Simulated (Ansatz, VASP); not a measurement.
GaSb3: VASP beside Ansatz

```
Ga Sb
1.0
     0.00000    3.87642    3.87642
     3.87642    0.00000    3.87642
     3.87642    3.87642    0.00000
Ga Sb
1 3
Direct
  0.00000 0.00000 0.00000
  0.25000 0.25000 0.25000
  0.75000 0.75000 0.75000
  0.50000 0.50000 0.50000
```

Alike in both runs: task single point; functional PBE; k mesh 10 × 10 × 10; occupations gaussian, width 0.1 eV; no spin polarisation.

```csv
,VASP,Ansatz
version,VASP 6.6.1,Ansatz 0.2.0
potentials or method,"VASP PAW PBE potentials, release 64 (Ga_d, Sb)","scalar-relativistic, plane waves, PAW"
plane-wave cutoff (eV),520,420
valence electrons in the cell,28,58
```

```csv
,VASP,Ansatz,Ansatz less VASP
gap on the k mesh at the Fermi level (eV),none,none,-
pressure (GPa),-5.1,-5.1,+0.08
```

A gap of «none» marks a metal or a gap that the smearing closes. The two sets of potentials don't hold the same shells in valence.

Spin-orbit coupling is left out, which matters for the levels of Sb.
